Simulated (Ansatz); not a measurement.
# Ni: which magnetic state does the SCF reach?

How much does the result for Ni depend on the starting moments? The same cell is run from several starts. Ni is taken in its experimental structure (space group Fm-3m, primitive cell doubled), 2 atoms in the cell. Source: COD entry 9013004.

Computed with Ansatz 0.2.0 (DFT PBE, PAW, plane waves, scalar-relativistic, unless a step's input says otherwise).

## 1. Starting point

The structure is cubic, space group Fm-3m (No. 225). The conventional cell has a = 3.551 Å, b = 3.551 Å, c = 3.551 Å, α = 90.00°, β = 90.00°, γ = 90.00°. Around Ni (site symmetry m-3m) lie 12 Ni at 2.51 Å.

As a file:

```xyz
2
Lattice="0.0000 1.7754 1.7754 3.5508 0.0000 3.5508 1.7754 1.7754 0.0000" Properties=species:S:1:pos:R:3 pbc="T T T"
Ni    0.0000    0.0000    0.0000
Ni    1.7754    0.0000    1.7754
```

In tables a label like Ni2 counts atoms in the order of input.yaml; a structure file may count by element.

First come: parallel moments, plain SCF; opposed moments +-, plain SCF; no spin polarisation; spin on, no moments given (the program may seed its own), plain SCF. Further starts follow from what these give.

A plain SCF has the search for lower states switched off and ends at the first converged state. 

The total moment includes the space between the atomic spheres.

## 2. Parallel moments, plain SCF

The input, input.yaml:

```yaml
crystal:
  lattice:
    - [0.0, 1.7754, 1.7754]
    - [3.5508, 0.0, 3.5508]
    - [1.7754, 1.7754, 0.0]
  atoms:
    - { symbol: Ni, position: [0.0, 0.0, 0.0], spin: 2.0 }
    - { symbol: Ni, position: [0.0, 0.5, 0.0], spin: 2.0 }
magnetization:
  spin_polarized: true
hamiltonian:
  xc: pbe
  pseudopotentials: { kind: paw }
basis:
  ecutwfc: 420
kpoints:
  mp_grid: { grid: [14, 7, 14] }
scf:
  occupations: { method: fermi_dirac, width: 0.1 }
  lower_state_search: "off"
output:
  forces: true
  stress: true
```

Output, shortened:

```text
[...]
Pseudopotentials: kind: paw
Pseudopotential: Ni, paw, valence charge 18, recommended cutoff 420 eV (normal), Ni.paw.azcp
Functional definition: PBE
[...]
Crystal: 2 atoms, lattice volume = 22.385 Å³
Basis set: ecut = 420 eV, 457 PW (Γ), exchange–correlation on 36×72×36 points (8 copies of the dense FFT grid, shifted against one another)
Bands: 24, of which v1, the nominal top of the filled ones, is band 18 counted from 1 (17 counted from 0)
Symmetry: 24 space group operations
Space group: Fm-3m (ITA 225), of the structure as read, at distance tolerance 2.8e-5 Å
Magnetic group: BNS 225.116 (UNI 1618), of the structure as read, at distance tolerance 2.8e-5 Å
k-points: 144 of 1372
[...]
Starting moments: Σ|m| = 4 μB on 2 of 2 sites
[...]
SCF iter   1: F=—  HF=-11678.936332 eV  |F-HF|=—  |Δ(HF+E_count)|=         —  Δρ=1.27e-1 (↑1.12e-1 ↓1.27e-1)  dr2=3.19e-2  dr2_m=2.90e0  M=1.888 μB ∫|m|=2.096 μB  β_m=0.30  ethr=8.88e-5  ⟨swp⟩=1.0  Hψ=34142  notcnv=0
[...]
spin-set hold released at iteration 1 (the charge has settled, or the pull on large starting moments outlasts its swing): the magnetisation degrees of freedom join the quasi-Newton model from the next iteration; the mixer history was flushed
[...]
SCF iter  10: F=-11679.485689 eV  HF=-11679.485689 eV  |F-HF|=4.00e-10  |Δ(HF+E_count)|=   2.31e-8  Δρ=3.28e-6 (↑3.27e-6 ↓3.28e-6)  dr2=6.67e-10  dr2_m=1.54e-9  M=1.254 μB ∫|m|=1.441 μB  ethr=1.84e-11  ⟨swp⟩=2.0  Hψ=20953  notcnv=0
[...]
SCF converged after 10 iterations
Magnetization: 1.2544 μB (18.6272 up, 17.3728 down)
Absolute magnetization: 1.4430 μB (∫|ρ↑−ρ↓|, with the PAW one-centre terms)
Spin contamination: 0.0146 ħ² per cell (⟨S²⟩ above its minimum at these occupations)
Per-site moments (μB) at R_I (Å): [(0.6668879296829453, 1.0357028379378421), (0.6668879296829453, 1.0357028379378421)]
Free energy (F): -11679.485689 eV
[...]
E sigma→0 (E₀):  -11679.428368 eV
Entropy (-TS):   -0.114641 eV (-57.320 meV/atom)
Fermi energy:    17.537136 eV
[...]
--- Forces (eV/Å), atoms counted from 1 ---
  atom   1  Ni     0.00000000     0.00000000     0.00000000
  atom   2  Ni     0.00000000     0.00000000    -0.00000000
[...]
--- Stress (GPa, compression-positive) ---
       -4.707299       0.000038      -0.000038
        0.000038      -4.707299       0.000038
       -0.000038       0.000038      -4.707299
  P = ⅓ Tr σ = -4.7073 GPa (-47.073 kbar)
```

Run time: 5.2 s. Hardware: 2 threads of an Arm CPU, shared host; peak memory 0.37 GiB.

The state reached is ferromagnetic, site moments Ni1 0.67, Ni2 0.67 μB, total 1.25 μB per cell, no gap on the k-mesh.

## 3. Opposed moments +-, plain SCF

input.yaml, as its differences from that of step 2:

```diff
@@ -7,3 +7,3 @@
     - { symbol: Ni, position: [0.0, 0.0, 0.0], spin: 2.0 }
-    - { symbol: Ni, position: [0.0, 0.5, 0.0], spin: 2.0 }
+    - { symbol: Ni, position: [0.0, 0.5, 0.0], spin: -2.0 }
 magnetization:
```

Output, shortened:

```text
[... 11 lines as in an earlier run ...]
Symmetry: 12 space group operations
Space group: R-3m (ITA 166), of the structure as read, at distance tolerance 2.8e-5 Å
Magnetic group: BNS 166.102 (UNI 1332), of the structure as read, at distance tolerance 2.8e-5 Å
[... 5 lines as in an earlier run ...]
Starting moments: Σ|m| = 4 μB on 2 of 2 sites
Starting magnetic order: antiferromagnet; a translation exchanges its spin sublattices: spin-degenerate at every k-point
[... 2 lines as in an earlier run ...]
spin-down is spin-up translated by (0, 0.5, 0): one eigenproblem is solved per k-point and the antiferromagnetic symmetry of the starting moments is kept exactly by this SCF (crystal.symmetry.spin_inversion_symmetry: false solves both channels; [...]
SCF iter   1: F=—  HF=-11678.719937 eV  |F-HF|=—  |Δ(HF+E_count)|=         —  Δρ=1.31e-1 (↑1.31e-1 ↓1.31e-1)  dr2=6.61e-2  dr2_m=3.47e0  M=0.000 μB ∫|m|=1.945 μB  β_m=0.30  ethr=1.84e-4  ⟨swp⟩=1.2  Hψ=17272  notcnv=0
[...]
[... 1 line as in an earlier run ...]
[...]
WARN: the starting moments were not kept: the SCF closed with an absolute magnetisation of 7.8e-5 μB, where they sum to 4 μB in size (2 sites). That is at most 0.1 of that sum. Measured as dr2_m measures the in/out step, that magnetisation stands 8.6e-9 eV from none, at or under the [...]
SCF converged after 17 iterations
Magnetization: 0.0000 μB (18.0000 up, 18.0000 down)
Absolute magnetization: 0.0001 μB (∫|ρ↑−ρ↓|, with the PAW one-centre terms)
Spin contamination: 0.0000 ħ² per cell (⟨S²⟩ above its minimum at these occupations)
Per-site moments (μB) at R_I (Å): [(3.841601035707154e-5, 1.0357028379378421), (-3.841601035707154e-5, 1.0357028379378421)]
Free energy (F): -11679.415650 eV
[...]
E sigma→0 (E₀):  -11679.325158 eV
Entropy (-TS):   -0.180984 eV (-90.492 meV/atom)
Fermi energy:    17.365665 eV
[...]
--- Forces (eV/Å), atoms counted from 1 ---
  atom   1  Ni    -0.00000000     0.00000000    -0.00000000
  atom   2  Ni     0.00000000     0.00000000    -0.00000000
[...]
--- Stress (GPa, compression-positive) ---
       -5.703324      -0.000048       0.000048
       -0.000048      -5.703324      -0.000048
        0.000048      -0.000048      -5.703324
  P = ⅓ Tr σ = -5.7033 GPa (-57.033 kbar)
```

Wall time 4.4 s (2 threads of an Arm CPU, shared host); peak memory 0.37 GiB.

End: non-magnetic, no gap on the k-mesh. It lies 35.0 meV/atom above the lowest state so far (step 2).

## 4. No spin polarisation

input.yaml, as its differences from that of step 3:

```diff
@@ -6,6 +6,4 @@
   atoms:
-    - { symbol: Ni, position: [0.0, 0.0, 0.0], spin: 2.0 }
-    - { symbol: Ni, position: [0.0, 0.5, 0.0], spin: -2.0 }
-magnetization:
-  spin_polarized: true
+    - { symbol: Ni, position: [0.0, 0.0, 0.0] }
+    - { symbol: Ni, position: [0.0, 0.5, 0.0] }
 hamiltonian:
```

Output, shortened:

```text
[... 10 lines as in an earlier run ...]
Bands: 22, of which v1, the nominal top of the filled ones, is band 18 counted from 1 (17 counted from 0)
[... 6 lines as in an earlier run ...]
[...]
[... 2 lines as in an earlier run ...]
SCF iter   1: F=—  HF=-11679.415463 eV  |F-HF|=—  |Δ(HF+E_count)|=         —  Δρ=2.44e-3  dr2=6.85e-4  ethr=1.77e-3  ⟨swp⟩=4.4  Hψ=11509  notcnv=0
[...]
SCF iter   6: F=-11679.415650 eV  HF=-11679.415650 eV  |F-HF|=1.25e-9  |Δ(HF+E_count)|=   4.05e-9  Δρ=3.49e-6  dr2=1.24e-9  ethr=3.56e-11  ⟨swp⟩=2.2  Hψ=9757  notcnv=0
[...]
SCF converged after 6 iterations
Free energy (F): -11679.415650 eV
[...]
E sigma→0 (E₀):  -11679.325157 eV
Entropy (-TS):   -0.180984 eV (-90.492 meV/atom)
Fermi energy:    17.365599 eV
[... 24 lines left out: energy terms, forces, stress ...]
```

Run time: 1.9 s. Hardware: 2 threads of an Arm CPU, shared host; peak memory 0.33 GiB.

Nothing new: the 6 iterations lead to the state found in step 3 (non-magnetic).

## 5. Spin on, no moments given (the program may seed its own), plain SCF

input.yaml, as its differences from that of step 4:

```diff
@@ -21 +21,3 @@
   stress: true
+magnetization:
+  spin_polarized: true
```

Output, shortened:

```text
band count auto-derived: 24 (N_el = 36.0; filled up to band 18; 22 by the electrons, moments and atoms)
[... 20 lines as in an earlier run ...]
[...]
SCF iter   1: F=—  HF=-11678.061595 eV  |F-HF|=—  |Δ(HF+E_count)|=         —  Δρ=1.76e-1 (↑1.76e-1 ↓1.73e-1)  dr2=1.11e-2  dr2_m=6.25e0  M=2.530 μB ∫|m|=2.530 μB  ethr=4.91e-4  ⟨swp⟩=1.3  Hψ=17273  notcnv=0
[...]
SCF iter  11: F=-11679.485689 eV  HF=-11679.485689 eV  |F-HF|=2.31e-10  |Δ(HF+E_count)|=   1.09e-8  Δρ=3.06e-6 (↑1.51e-6 ↓3.06e-6)  dr2=4.16e-10  dr2_m=7.31e-10  M=1.254 μB ∫|m|=1.441 μB  ethr=1.40e-11  ⟨swp⟩=2.0  Hψ=20356  notcnv=0
[...]
SCF converged after 11 iterations
Magnetization: 1.2543 μB (18.6272 up, 17.3728 down)
Absolute magnetization: 1.4429 μB (∫|ρ↑−ρ↓|, with the PAW one-centre terms)
Spin contamination: 0.0146 ħ² per cell (⟨S²⟩ above its minimum at these occupations)
Per-site moments (μB) at R_I (Å): [(0.6668602794102796, 1.0357028379378421), (0.6668602794102796, 1.0357028379378421)]
Free energy (F): -11679.485689 eV
[...]
E sigma→0 (E₀):  -11679.428368 eV
Entropy (-TS):   -0.114642 eV (-57.321 meV/atom)
Fermi energy:    17.537114 eV
[... 24 lines left out: energy terms, forces, stress ...]
```

Run time: 4.6 s. Hardware: 2 threads of an Arm CPU, shared host; peak memory 0.38 GiB.

The run ends in the same state as step 2 (ferromagnetic); it took 11 iterations.

## 6. Parallel moments scaled by 0.1, plain SCF

input.yaml, as its differences from that of step 5:

```diff
@@ -6,4 +6,6 @@
   atoms:
-    - { symbol: Ni, position: [0.0, 0.0, 0.0] }
-    - { symbol: Ni, position: [0.0, 0.5, 0.0] }
+    - { symbol: Ni, position: [0.0, 0.0, 0.0], spin: 0.2 }
+    - { symbol: Ni, position: [0.0, 0.5, 0.0], spin: 0.2 }
+magnetization:
+  spin_polarized: true
 hamiltonian:
@@ -21,3 +23 @@
   stress: true
-magnetization:
-  spin_polarized: true
```

Output, shortened:

```text
[... 10 lines as in an earlier run ...]
Bands: 23, of which v1, the nominal top of the filled ones, is band 18 counted from 1 (17 counted from 0)
[... 8 lines as in an earlier run ...]
Starting moments: Σ|m| = 0.4 μB on 2 of 2 sites
[... 2 lines as in an earlier run ...]
[...]
SCF iter   1: F=—  HF=-11679.437878 eV  |F-HF|=—  |Δ(HF+E_count)|=         —  Δρ=3.52e-2 (↑3.52e-2 ↓1.16e-2)  dr2=1.77e-1  dr2_m=5.02e-2  M=0.526 μB ∫|m|=0.540 μB  β_m=1.00  ethr=4.92e-4  ⟨swp⟩=1.0  Hψ=32875  notcnv=0
[...]
spin-set hold released at iteration 9 (site moments contracting): the magnetisation degrees of freedom join the quasi-Newton model from the next iteration; the mixer history was flushed
[...]
SCF iter  16: F=-11679.485689 eV  HF=-11679.485689 eV  |F-HF|=2.89e-9  |Δ(HF+E_count)|=   2.74e-8  Δρ=4.71e-6 (↑4.71e-6 ↓2.31e-6)  dr2=3.20e-9  dr2_m=1.27e-9  M=1.254 μB ∫|m|=1.441 μB  ethr=7.68e-12  ⟨swp⟩=1.9  Hψ=20625  notcnv=0
[...]
SCF converged after 16 iterations
Magnetization: 1.2543 μB (18.6272 up, 17.3728 down)
Absolute magnetization: 1.4429 μB (∫|ρ↑−ρ↓|, with the PAW one-centre terms)
Spin contamination: 0.0146 ħ² per cell (⟨S²⟩ above its minimum at these occupations)
Per-site moments (μB) at R_I (Å): [(0.6668540668051498, 1.0357028379378421), (0.6668540668051498, 1.0357028379378421)]
Free energy (F): -11679.485689 eV
[...]
E sigma→0 (E₀):  -11679.428368 eV
Entropy (-TS):   -0.114641 eV (-57.321 meV/atom)
Fermi energy:    17.537070 eV
[... 24 lines left out: energy terms, forces, stress ...]
```

Wall time 6.4 s (2 threads of an Arm CPU, shared host); peak memory 0.36 GiB.

This is the state of step 2 again (ferromagnetic), after 16 iterations.

[end of part 1 of 2]
